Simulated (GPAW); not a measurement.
Set up this calculation in GPAW 26.7.0, as an ASE script.

```yaml
Task: single point
Functional: TB-mBJ
Potentials_or_basis: GPAW PAW data sets for LDA (gpaw-data 1.2.1)
Cutoff: 800 eV
Basis: pw
k_mesh: 8 × 8 × 8
Occupations: fermi-dirac, width 0.05 eV
Spin: no spin polarisation
Maxiter: 150
```

The system is MgS.

```
S Mg
1.0
     0.00000    2.83312    2.83312
     2.83312    0.00000    2.83312
     2.83312    2.83312    0.00000
S Mg
1 1
Direct
  0.25000 0.25000 0.25000
  0.00000 0.00000 0.00000
```

The cell comes from a database or a generator and needn't be the stable form of this composition.

The input as run:

run.py

```python
from ase import Atoms
from ase.dft.bandgap import bandgap
from ase.io import write
from gpaw import GPAW, PW

atoms = Atoms(['S', 'Mg'],
              cell=[[0.0, 2.8331200468, 2.8331200468],
                    [2.8331200468, 0.0, 2.8331200468],
                    [2.8331200468, 2.8331200468, 0.0]],
              scaled_positions=[[0.25, 0.25, 0.25],
                                [0.0, 0.0, 0.0]],
              pbc=True)

calc = GPAW(mode=PW(800),
            xc='TB09',
            kpts={'size': (8, 8, 8), 'gamma': True},
            occupations={'name': 'fermi-dirac', 'width': 0.05},
            nbands=16,
            convergence={'density': 1e-05, 'energy': 1e-05},
            eigensolver='cg',
            maxiter=150,
            txt='gpaw.txt')
atoms.calc = calc
energy = atoms.get_potential_energy()
calc.write('gs.gpw')
write('result.traj', atoms)
print('Fermi level:', round(calc.get_fermi_level(), 4), 'eV')
print(f'Gap: {bandgap(calc)[0]:.4f} eV, direct: {bandgap(calc, direct=True)[0]:.4f} eV')
```

Potentials or basis: GPAW PAW data sets for LDA (gpaw-data 1.2.1), pw.

The run is started by

```console
$ OMP_NUM_THREADS=1 python run.py
```

Results of the run:

The band gap on the k mesh is 5.04 eV, direct.

Caveat: a model potential gives levels but no total energy.

Run time: 70 s on 1 thread of Arm Neoverse V2, on a shared host, peak memory 0.24 GiB.
